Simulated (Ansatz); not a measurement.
`[AlH2][S]BS` + `CCCS` → `CCC[S][AlH2]` + `SBS`  (ligand exchange at the Al–S bond)

Gas-phase electronic energies from Ansatz, PBE0-D4/def2-TZVP geometries. CBS: MP2 limit from def2 TZ/QZ plus the TZ coupled-cluster correction, frozen cores. Functionals use def2-TZVPP. One conformer a species, not always the lowest.

```
       level  ΔE (kcal/mol)
      r2SCAN           -3.5
HF/CBS(def2)           -3.6
```

Task: What does CCSD(T)/CBS give? (An estimate is asked.)

Result: The calculation gave: -2.8 kcal/mol. The listed levels differ from it by -0.7, -0.8 kcal/mol.

Largest T1 diagnostic among the species: 0.014.

In def2-TZVPP, CCSD(T) changes the Hartree–Fock value by +0.8 kcal/mol (the triples alone add +0.1 kcal/mol) and MP2 by +1.0 kcal/mol.

CCSD(T)/CBS has its own doubt, a few kJ/mol and more with outer-core shells, so smaller differences from it don't rank the levels.
